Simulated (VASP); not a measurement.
# InSe: molecular dynamics at constant energy

InSe, R3m (no. 160), 8 atoms in the cell. PBE, molecular dynamics; PAW potentials In, Se (PBE set).

Ensemble: NVE; Starting temperature (K): 1000.

## Input

INCAR:
```
  GGA = PE
  PREC = Normal
  ENCUT = 210
  EDIFF = 1E-6
  NELMIN = 4
  NELM = 60
  ALGO = Normal
  LREAL = Auto
  LASPH = True
  ISMEAR = 0
  SIGMA = 0.05
  ISYM = 0
  LWAVE = False
  LCHARG = False
  IBRION = 0
  NSW = 60
  POTIM = 3.0
  TEBEG = 1000
  ISIF = 2
  RANDOM_SEED = 65640 0 0
  MDALGO = 2
  SMASS = -3
  KPAR = 2
```

KPOINTS:
```
k-points
0
Gamma
  3 3 2
```

POSCAR:
```
InSe
1.0
    2.0000000000      1.1547005384      8.4400000000
   -2.0000000000      1.1547005384      8.4400000000
    0.0000000000     -4.6188021536     16.8800000000
In Se
4 4
Direct
    0.8886000000      0.8886000000      0.4443000000
    0.8886000000      0.8886000000      0.9443000000
    0.0000000000      0.0000000000      0.0000000000
    0.0000000000      0.0000000000      0.5000000000
    0.1719000000      0.1719000000      0.0859500000
    0.1719000000      0.1719000000      0.5859500000
    0.3835000000      0.3835000000      0.1917500000
    0.3835000000      0.3835000000      0.6917500000
```

Commands:
```
cat potpaw_PBE.64/In/POTCAR potpaw_PBE.64/Se/POTCAR > POTCAR
mpirun -np 2 vasp_std > vasp.out
```

## Result

- Rise of the mean potential energy above the start (meV/atom): 55.2
- Mean temperature (K): 517
- Standard error of the mean temperature (K): 85
- Relative fluctuation of the kinetic energy: 0.402
- Canonical value of that fluctuation: 0.309
- Electronic steps per ionic step after the first: 4.1

Course of the run:

| Time (fs) | Temperature (K) | Potential energy less the first (meV/atom) |
|---|---|---|
| 3 | 1004 | 0.0 |
| 18 | 903 | 11.4 |
| 30 | 700 | 34.5 |
| 45 | 456 | 62.1 |
| 57 | 331 | 76.2 |
| 72 | 298 | 80.1 |
| 84 | 378 | 71.0 |
| 99 | 544 | 52.2 |
| 111 | 616 | 43.9 |
| 126 | 516 | 55.3 |
| 138 | 344 | 74.7 |
| 153 | 272 | 83.0 |
| 165 | 420 | 66.1 |
| 180 | 667 | 38.1 |

The mean temperature lies below the starting 1000 K, since the atoms start on their sites and part of their kinetic energy turns into potential energy.

REPORT:
```
MDALGO =   2
               SCALING =       0
                 CNEXP =     9.000   14.000
           RANDOM_SEED =             65640                0                0

   original number of atomic DOF:         21
   number of independent constraints:      0
   number of active DOF:                  21

========================================
         MD step No.       1
========================================

  Atomic velocities initialized by STEP_tb

  >Energies
                    E_tot             E_pot             E_kin               EPS                ES
   e_b>   -0.27134013E+02   -0.28042225E+02    0.90821206E+00    0.00000000E+00    0.00000000E+00

  >Temperature
               T_sim     T_inst
   tmprt>   1000.000   1003.743

  >Thermostat:
           s(n+1) sdot(n+1)      s(n)   sdot(n)        Qs
   s_b>   0.00000   0.00000   0.00000   0.00000  -3.00000

           RANDOM_SEED =             65640               48                0

[... steps left out ...]

========================================
         MD step No.      60
========================================

  >Energies
                    E_tot             E_pot             E_kin               EPS                ES
   e_b>   -0.27133836E+02   -0.27737547E+02    0.60371108E+00    0.00000000E+00    0.00000000E+00

  >Temperature
               T_sim     T_inst
   tmprt>   1000.000    667.213

  >Thermostat:
           s(n+1) sdot(n+1)      s(n)   sdot(n)        Qs
   s_b>   0.00000   0.00000   0.00000   0.00000  -3.00000

           RANDOM_SEED =             65640               48                0
```

OSZICAR:
```
N       E                     dE             d eps       ncg     rms          rms(c)
DAV:   1     0.113967168081E+03    0.11397E+03   -0.77278E+03   460   0.587E+02
DAV:   2    -0.188690919483E+02   -0.13284E+03   -0.12960E+03   623   0.144E+02
DAV:   3    -0.289208840135E+02   -0.10052E+02   -0.10015E+02   593   0.446E+01
DAV:   4    -0.290503295248E+02   -0.12945E+00   -0.12935E+00   540   0.572E+00
DAV:   5    -0.290526816920E+02   -0.23522E-02   -0.23513E-02   600   0.683E-01    0.100E+01
DAV:   6    -0.281678455362E+02    0.88484E+00   -0.17643E+00   527   0.514E+00    0.630E+00
DAV:   7    -0.280540619646E+02    0.11378E+00   -0.72652E-01   495   0.315E+00    0.170E+00
DAV:   8    -0.280408622283E+02    0.13200E-01   -0.51049E-02   588   0.105E+00    0.611E-01
DAV:   9    -0.280417721071E+02   -0.90988E-03   -0.85136E-03   516   0.475E-01    0.216E-01
DAV:  10    -0.280421043333E+02   -0.33223E-03   -0.62762E-04   624   0.115E-01    0.759E-02
DAV:  11    -0.280422147011E+02   -0.11037E-03   -0.28500E-04   502   0.866E-02    0.276E-02
DAV:  12    -0.280422190606E+02   -0.43595E-05   -0.17330E-05   579   0.189E-02    0.130E-02
[... left out ...]
     58 T=   582. E= -.27133588E+02 F= -.27660479E+02 E0= -.27660479E+02  EK= 0.52689E+00 SP= 0.00E+00 SK= 0.00E+00
     59 T=   629. E= -.27133724E+02 F= -.27702888E+02 E0= -.27702888E+02  EK= 0.56916E+00 SP= 0.00E+00 SK= 0.00E+00
[... last step whole ...]
       N       E                     dE             d eps       ncg     rms          rms(c)
DAV:   1    -0.277375331258E+02   -0.34646E-01   -0.89156E-03   648   0.138E+00    0.582E-03
DAV:   2    -0.277375467977E+02   -0.13672E-04   -0.16153E-04   481   0.457E-02    0.475E-03
DAV:   3    -0.277375469732E+02   -0.17548E-06   -0.17818E-06   436   0.588E-03    0.288E-03
DAV:   4    -0.277375470246E+02   -0.51344E-07   -0.16762E-07   314   0.211E-03
     60 T=   667. E= -.27133836E+02 F= -.27737547E+02 E0= -.27737547E+02  EK= 0.60371E+00 SP= 0.00E+00 SK= 0.00E+00
```

Limits: 180 fs of 8 atoms are too short for converged averages; the cell is only 3.4 Å across, so each atom moves in step with near copies of itself.

VASP 6.6.1 took 737 s on 2 cores (Intel Xeon Platinum 8488C (Sapphire Rapids)), a shared host.
